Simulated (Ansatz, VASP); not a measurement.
# GaSb (GaSb(110)): VASP beside Ansatz

Aim: how closely do two programs agree when they are given the same cell, functional and k mesh? Of the first pair: The structure shown is the end of the VASP relaxation below. Valence electrons are named where the data sets of a main pair hold unlike numbers.

Program: Ansatz 0.2.0. Level of theory: plane waves, with VASP 6.6.1 beside it; single point at PBE and band structure at PBE. Results are calculated unless marked as measured.

### 1. Set-up

The cell holds 18 atoms: 9 Ga and 9 Sb. Its edges and angles: a = 4.406 Å, b = 6.230 Å, c = 33.623 Å, α = 90.0°, β = 90.0°, γ = 90.0°. It derives from GaSb. As first built, before any earlier steps moved the atoms (in the runner's words): 9 layers, cut at this functional's lattice. Vacuum lies along c.

### 2. VASP: relaxation, PBE

This run makes the geometry at which the two programs are then compared.

Lines of VASP's logs that name or quote its potential files are left out, and so is its time.

The input, INCAR:

```
SYSTEM = GaSb
PREC = Normal
ENCUT = 320
EDIFF = 1E-05
NELM = 120
ISMEAR = 0
SIGMA = 0.03
LREAL = Auto
ALGO = Fast
GGA = PE
NBANDS = 54
LORBIT = 11
LWAVE = .FALSE.
LCHARG = .FALSE.
KPAR = 2
NCORE = 2
IBRION = 2
NSW = 60
ISIF = 2
EDIFFG = -0.03
POTIM = 0.4
MAXMIX = 40
IDIPOL = 3
LDIPOL = .TRUE.
DIPOL = 0.5 0.5 0.5
```

The input, POSCAR:

```
GaSb
1.0
    4.4056278575      0.0000000000      0.0000000000
    0.0000000000      6.2304986668      0.0000000000
    0.0000000000      0.0000000000     33.6225114299
Ga Sb
9 9
Direct
    0.0000000000      0.0000000000      0.2379358300
    0.5000000000      0.5000000000      0.3034518700
    0.0000000000      0.0000000000      0.3689679100
    0.5000000000      0.5000000000      0.4344839600
    0.0000000000      0.0000000000      0.5000000000
    0.5000000000      0.5000000000      0.5655160400
    0.0000000000      0.0000000000      0.6310320900
    0.5000000000      0.5000000000      0.6965481300
    0.0000000000      0.0000000000      0.7620641700
    0.0000000000      0.7500000000      0.3034518700
    0.5000000000      0.2500000000      0.2379358300
    0.0000000000      0.7500000000      0.4344839600
    0.5000000000      0.2500000000      0.3689679100
    0.0000000000      0.7500000000      0.5655160400
    0.5000000000      0.2500000000      0.5000000000
    0.0000000000      0.7500000000      0.6965481300
    0.5000000000      0.2500000000      0.6310320900
    0.5000000000      0.2500000000      0.7620641700
```

The input, KPOINTS:

```
Automatic mesh
0
Gamma
6 4 1
0 0 0
```

PAW data sets: Ga and Sb (PBE family, release 64).

The run is started by

```console
$ mpirun -np 4 vasp_std
```

Numbers of over 12 decimals in the logs are rounded to 6 here.

Output:

```text
[banner, memory and clock lines left out]
running    4 mpi-ranks, on    1 nodes
 distrk:  each k-point on    2 cores,    2 groups
 distr:  one band on    2 cores,    1 groups

 POSCAR found type information on POSCAR GaSb
 POSCAR found :  2 types and      18 ions
 LDA part: xc-table for (Slater+PW92), standard interpolation
 POSCAR, INCAR and KPOINTS ok, starting setup
 FFT: planning ... GRIDC
 FFT: planning ... GRID_SOFT
 FFT: planning ... GRID
 WAVECAR not read
 entering main loop
       N       E                     dE             d eps       ncg     rms          rms(c)
DAV:   1     0.287772650560E+03    0.28777E+03   -0.17013E+04  1304   0.663E+02
DAV:   2    -0.332402465123E+02   -0.32101E+03   -0.30877E+03  1654   0.140E+02
DAV:   3    -0.634003335877E+02   -0.30160E+02   -0.29646E+02  1576   0.448E+01
DAV:   4    -0.644557877269E+02   -0.10555E+01   -0.10503E+01  1736   0.968E+00
DAV:   5    -0.644915979541E+02   -0.35810E-01   -0.35794E-01  1834   0.199E+00    0.103E+01
RMM:   6    -0.637682413291E+02    0.72336E+00   -0.60595E-01  1296   0.179E+00    0.600E+00
RMM:   7    -0.635894899197E+02    0.17875E+00   -0.91653E-01  1301   0.234E+00    0.886E-01
RMM:   8    -0.635739353701E+02    0.15555E-01   -0.95551E-02  1338   0.936E-01    0.562E-01
RMM:   9    -0.635686025898E+02    0.53328E-02   -0.33636E-02  1368   0.516E-01    0.228E-01
RMM:  10    -0.635696582048E+02   -0.10556E-02   -0.57250E-03  1371   0.231E-01    0.124E-01
RMM:  11    -0.635703440479E+02   -0.68584E-03   -0.24245E-03  1345   0.148E-01    0.370E-02
RMM:  12    -0.635706716597E+02   -0.32761E-03   -0.74614E-04  1376   0.734E-02    0.242E-02
RMM:  13    -0.635708321355E+02   -0.16048E-03   -0.27874E-04  1297   0.429E-02    0.107E-02
RMM:  14    -0.635709846075E+02   -0.15247E-03   -0.10185E-04  1179   0.251E-02    0.676E-03
RMM:  15    -0.635710747635E+02   -0.90156E-04   -0.34057E-05   946   0.150E-02    0.429E-03
RMM:  16    -0.635711189544E+02   -0.44191E-04   -0.19135E-05   912   0.101E-02    0.197E-03
RMM:  17    -0.635711427908E+02   -0.23836E-04   -0.83248E-06   881   0.656E-03    0.136E-03
RMM:  18    -0.635711657394E+02   -0.22949E-04   -0.22226E-06   713   0.397E-03    0.764E-04
RMM:  19    -0.635711871239E+02   -0.21385E-04   -0.11471E-06   611   0.305E-03    0.561E-04
RMM:  20    -0.635712029096E+02   -0.15786E-04   -0.80214E-07   503   0.268E-03    0.329E-04
RMM:  21    -0.635712063778E+02   -0.34682E-05   -0.14193E-07   434   0.232E-03
   1 F= -.63571206E+02 E0= -.63570525E+02  d E =-.635712E+02
[... from here on, the cycles between the ionic steps are left out ...]
   2 F= -.63789392E+02 E0= -.63788688E+02  d E =-.218186E+00
   3 F= -.64172760E+02 E0= -.64172760E+02  d E =-.601554E+00
  10 F= -.64768162E+02 E0= -.64768162E+02  d E =-.100514E+00
  11 F= -.64784750E+02 E0= -.64784750E+02  d E =-.165881E-01
  12 F= -.64791628E+02 E0= -.64791628E+02  d E =-.234662E-01
  13 F= -.64792100E+02 E0= -.64792100E+02  d E =-.239374E-01
  14 F= -.64802428E+02 E0= -.64802428E+02  d E =-.103285E-01
  15 F= -.64803552E+02 E0= -.64803552E+02  d E =-.114528E-01
  16 F= -.64803638E+02 E0= -.64803638E+02  d E =-.115385E-01
  17 F= -.64808097E+02 E0= -.64808097E+02  d E =-.445887E-02
  18 F= -.64808149E+02 E0= -.64808149E+02  d E =-.451071E-02
  19 F= -.64809844E+02 E0= -.64809844E+02  d E =-.169521E-02
  20 F= -.64809901E+02 E0= -.64809901E+02  d E =-.175260E-02
 curvature:  -2.81 expect dE=-0.132E-02 dE for cont linesearch -0.145E-06
 trial: gam= 0.58106 g(F)=  0.468E-03 g(S)=  0.000E+00 ort =-0.779E-05 (trialstep = 0.344E+01)
 search vector abs. value=  0.856E-03
 bond charge predicted
       N       E                     dE             d eps       ncg     rms          rms(c)
DAV:   1    -0.648108871681E+02   -0.98974E-03   -0.63676E-02  1296   0.756E-01    0.688E-02
RMM:   2    -0.648111987921E+02   -0.31162E-03   -0.35700E-03  1296   0.165E-01    0.410E-02
RMM:   3    -0.648112558752E+02   -0.57083E-04   -0.48716E-04  1300   0.685E-02    0.350E-02
RMM:   4    -0.648112919501E+02   -0.36075E-04   -0.12408E-04  1347   0.324E-02    0.263E-02
RMM:   5    -0.648112822342E+02    0.97159E-05   -0.24561E-05   947   0.159E-02
  21 F= -.64811282E+02 E0= -.64811282E+02  d E =-.138083E-02
 trial-energy change:   -0.001381  1 .order   -0.001315   -0.001594   -0.001035
 step:   6.2240(harm=  9.8087)  dis= 0.01240  next Energy=   -64.811736 (dE=-0.183E-02)
 reached required accuracy - stopping structural energy minimisation
```

OUTCAR, selected parts (step 2):

```text
ion  position               nearest neighbor table
   1  0.000  0.000  0.238-  10 2.70  11 2.70  11 2.70
   2  0.500  0.500  0.303-  13 2.70  11 2.70  10 2.70  10 2.70
   3  0.000  0.000  0.369-  10 2.70  13 2.70  13 2.70  12 2.70
   4  0.500  0.500  0.434-  15 2.70  12 2.70  12 2.70  13 2.70
   5  0.000  0.000  0.500-  12 2.70  14 2.70  15 2.70  15 2.70
   6  0.500  0.500  0.566-  15 2.70  14 2.70  14 2.70  17 2.70
   7  0.000  0.000  0.631-  16 2.70  17 2.70  17 2.70  14 2.70
   8  0.500  0.500  0.697-  17 2.70  18 2.70  16 2.70  16 2.70
   9  0.000  0.000  0.762-  16 2.70  18 2.70  18 2.70
  10  0.000  0.750  0.303-   3 2.70   1 2.70   2 2.70   2 2.70
  11  0.500  0.250  0.238-   2 2.70   1 2.70   1 2.70
  12  0.000  0.750  0.434-   5 2.70   4 2.70   4 2.70   3 2.70
  13  0.500  0.250  0.369-   2 2.70   3 2.70   3 2.70   4 2.70
  14  0.000  0.750  0.566-   5 2.70   6 2.70   6 2.70   7 2.70
  15  0.500  0.250  0.500-   4 2.70   6 2.70   5 2.70   5 2.70
  16  0.000  0.750  0.697-   7 2.70   9 2.70   8 2.70   8 2.70
  17  0.500  0.250  0.631-   8 2.70   7 2.70   7 2.70   6 2.70
  18  0.500  0.250  0.762-   8 2.70   9 2.70   9 2.70

  LATTYP: Found a simple orthorhombic cell.
 ALAT       =     4.4056278575
 B/A-ratio  =     1.4142135624
 C/A-ratio  =     7.6317184559

 Subroutine GETGRP returns: Found  4 space group operations
 (whereof  4 operations were pure point group operations)

The static configuration has the point symmetry C_2v.

 Found     12 irreducible k-points:

   k-points           NKPTS =     12   k-points in BZ     NKDIM =     12   number of bands    NBANDS=     54

   dimension x,y,z NGX =    20 NGY =   28 NGZ =  150
   dimension x,y,z NGXF=    40 NGYF=   56 NGZF=  300

   ENCUT  =  320.0 eV  23.52 Ry    4.85 a.u.   6.43  9.09 49.04*2*pi/ulx,y,z

   NELECT =      72.0000    total number of electrons

 k-points in reciprocal lattice and weights: Automatic mesh
   0.00000000  0.00000000  0.00000000       0.042
   0.16666667  0.00000000  0.00000000       0.083
   0.33333333  0.00000000  0.00000000       0.083
   0.50000000  0.00000000  0.00000000       0.042
   0.00000000  0.25000000  0.00000000       0.083
   0.16666667  0.25000000  0.00000000       0.167
   0.33333333  0.25000000  0.00000000       0.167
   0.50000000  0.25000000  0.00000000       0.083
   0.00000000  0.50000000  0.00000000       0.042
   0.16666667  0.50000000  0.00000000       0.083
   0.33333333  0.50000000  0.00000000       0.083
   0.50000000  0.50000000  0.00000000       0.042

 dipolmoment           0.000000      0.000000     -0.000000 electrons x Angstroem

 average (electrostatic) potential at core
       1 -17.6318       2 -17.3987       3 -17.3986       4 -17.4080       5 -17.4041
       6 -17.4080       7 -17.3986       8 -17.3987       9 -17.6318      10 -92.2477
      11 -91.9570      12 -92.2420      13 -92.2320      14 -92.2420      15 -92.2363
      16 -92.2477      17 -92.2320      18 -91.9570

 E-fermi :   0.3253

 k-point     1 :       0.0000    0.0000    0.0000
  band No.  band energies     occupation
    ...
     32      -0.1480      2.00000
     33      -0.1433      2.00000
     34      -0.0962      2.00000
     35       0.0755      2.00000
     36       0.1847      2.00000
     37       0.4980      0.00000
     38       1.2089      0.00000
     39       1.2887      0.00000
     40       1.3117      0.00000
     41       1.5520      0.00000
    ...

 k-point     2 :       0.1667    0.0000    0.0000
  band No.  band energies     occupation
    ...
     32      -0.9666      2.00000
     33      -0.7341      2.00000
     34      -0.6759      2.00000
     35      -0.4196      2.00000
     36      -0.2058      2.00000
     37       1.3248      0.00000
     38       1.6214      0.00000
     39       1.6857      0.00000
     40       1.9764      0.00000
     41       2.2114      0.00000
    ...

 k-point     3 :       0.3333    0.0000    0.0000
  band No.  band energies     occupation
    ...
     32      -1.4905      2.00000
     33      -1.3333      2.00000
     34      -1.0963      2.00000
     35      -0.8415      2.00000
     36      -0.5021      2.00000
     37       1.0876      0.00000
     38       1.2516      0.00000
     39       1.3733      0.00000
     40       1.6772      0.00000
     41       1.7074      0.00000
    ...

  Total       -2.1368249     -1.4522423     -0.9840640      0.0000000      0.0000000      0.0000000
  in kB       -3.7095288     -2.5210932     -1.7083355      0.0000000      0.0000000      0.0000000
  external PRESSURE =      -2.6463192 kB  Pullay stress =       0.0000000 kB

  energy-cutoff  :      320.00
  volume of cell :      922.91
      direct lattice vectors                 reciprocal lattice vectors
     4.405627857  0.000000000  0.000000000     0.226982403  0.000000000  0.000000000
     0.000000000  6.230498667  0.000000000     0.000000000  0.160500797  0.000000000
     0.000000000  0.000000000 33.622511430     0.000000000  0.000000000  0.029741978

 POSITION                                       TOTAL-FORCE (eV/Angst)
 -----------------------------------------------------------------------------------
      0.00000      0.36361      8.50462        -0.000000      0.002763      0.010761
      2.20281      2.98915     10.08564        -0.000000      0.003379      0.016965
      0.00000      6.17378     12.40911         0.000000     -0.000573      0.001880
      2.20281      3.07118     14.57945        -0.000000     -0.013221      0.016084
      4.40563      6.20168     16.81126        -0.000000     -0.002943     -0.000000
      2.20281      3.07118     19.04306        -0.000000     -0.013221     -0.016084
      0.00000      6.17378     21.21340         0.000000     -0.000573     -0.001880
      2.20281      2.98915     23.53687        -0.000000      0.003379     -0.016965
      0.00000      0.36361     25.11790        -0.000000      0.002763     -0.010761
      4.40563      4.55938     10.22425        -0.000000      0.002209      0.015579
      2.20281      1.65946      7.71480        -0.000000      0.013308      0.001649
      0.00000      4.63033     14.61149         0.000000     -0.022199      0.019213
      2.20281      1.50410     12.36373        -0.000000      0.026728      0.010490
      0.00000      4.63033     19.01102        -0.000000     -0.022199     -0.019213
      2.20281      1.52848     16.81126        -0.000000     -0.021845     -0.000000
      4.40563      4.55938     23.39826        -0.000000      0.002209     -0.015579
      2.20281      1.50410     21.25878         0.000000      0.026728     -0.010490
      2.20281      1.65946     25.90772        -0.000000      0.013308     -0.001649
 -----------------------------------------------------------------------------------
    total drift:                                0.000000     -0.034851      0.000005

  FREE ENERGIE OF THE ION-ELECTRON SYSTEM (eV)
  ---------------------------------------------------
  free  energy   TOTEN  =       -64.8112822342 eV

  energy  without entropy=      -64.8112822342  energy(sigma->0) =      -64.81128223

 reached required accuracy - stopping structural energy minimisation

 vacuum level on the upper side and lower side of the slab         4.646         4.646

 total charge
# of ion       s       p       d       tot
------------------------------------------
    1        1.179   0.901   0.063   2.143
    2        1.111   1.031   0.082   2.224
    3        1.113   1.054   0.082   2.248
    4        1.112   1.045   0.081   2.238
    5        1.111   1.054   0.082   2.247
    6        1.112   1.045   0.081   2.238
    7        1.113   1.054   0.082   2.248
    8        1.111   1.031   0.082   2.224
    9        1.179   0.901   0.063   2.143
   10        1.139   1.308   0.023   2.470
   11        1.184   1.238   0.019   2.441
   12        1.137   1.309   0.023   2.469
   13        1.138   1.303   0.023   2.464
   14        1.137   1.309   0.023   2.469
   15        1.137   1.306   0.023   2.466
   16        1.139   1.308   0.023   2.470
   17        1.138   1.303   0.023   2.464
   18        1.184   1.238   0.019   2.441
--------------------------------------------------
tot         20.473  20.738   0.896  42.107

[... 3 further parts left out ...]
```

The gap is read on the k-mesh alone, so it is an upper bound where the band edges lie off the mesh. The data set Ga keeps the semicore shell frozen, which is cheaper and a little less accurate. The run keeps the 4 symmetry operations of its start, so it cannot find a distortion of lower symmetry.

(Continued in part 2 of 3.)

[Lines on the potential files, build, host, timing and source positions are cut from VASP's logs without a mark.]

[Logs are printed without paths, hosts, clocks, repeated set-up lines and the standing remarks that a program may print on its own settings, such as how far it seeks lower states.]

[Hosts, paths, dates, database ids (printed as entryN), source tags and the programs' standing remarks are cut or masked in the printed files.]
